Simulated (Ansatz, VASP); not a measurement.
**Ag: VASP beside Ansatz**

```xyz
2
Lattice="2.8805 0.0000 0.0000 -1.4403 2.4946 0.0000 0.0000 0.0000 4.7134" Properties=species:S:1:pos:R:3 pbc="T T T"
Ag    0.0000    1.6631    1.1784
Ag    1.4403    0.8315    3.5351
```

Alike in both runs: functional PBE; dispersion D3(BJ); k mesh 18 × 18 × 10; occupations gaussian, width 0.1 eV; no spin polarisation.

Ansatz relaxed the structure, and its values are those at the end. VASP's run is a single point on that final structure, the one shown.

|  | VASP | Ansatz |
| --- | --- | --- |
| version | VASP 6.6.1 | Ansatz 0.2.0 |
| potentials or method | VASP PAW PBE potentials, release 64 (Ag) | scalar-relativistic, plane waves, PAW |
| plane-wave cutoff (eV) | 520 | 420 |
| valence electrons in the cell | 22 | 38 |

VASP gave:

| Quantity | Value |
| --- | --- |
| gap on the k mesh at the Fermi level (eV) | none |
| pressure (GPa) | -0.1 |

Which values does Ansatz return?

gap on the k mesh at the Fermi level (eV): none; pressure (GPa): 0.0.

A gap of «none» marks a metal or a gap that the smearing closes. The two sets of potentials don't hold the same shells in valence.

Caveats: pairwise dispersion overbinds metals, which lowers pressure and volume.
